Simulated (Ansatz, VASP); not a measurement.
# One calculation of TiAl, two programs

```
Ti Al
1.0
     0.00000    2.64482    2.64482
     2.64482    0.00000    2.64482
     2.64482    2.64482    0.00000
Ti Al
1 1
Direct
  0.00000 0.00000 0.00000
  0.50000 0.50000 0.50000
```

Alike in both runs: functional PBE; k mesh 14 × 14 × 14; occupations gaussian, width 0.1 eV; no spin polarisation.

Ansatz relaxed the structure, and its values are those at the end. VASP's run is a single point on that final structure, the one shown.

|  | VASP | Ansatz |
| --- | --- | --- |
| version | VASP 6.6.1 | Ansatz 0.2.0 |
| potentials or method | VASP PAW PBE potentials, release 64 (Ti_sv, Al) | scalar-relativistic, plane waves, PAW |
| plane-wave cutoff (eV) | 520 | 420 |
| valence electrons in the cell | 15 | 15 |

|  | VASP | Ansatz | Ansatz less VASP |
| --- | --- | --- | --- |
| gap on the k mesh at the Fermi level (eV) | none | none | - |
| pressure (GPa) | 0.0 | 0.0 | 0.00 |

A gap of «none» marks a metal or a gap that the smearing closes.
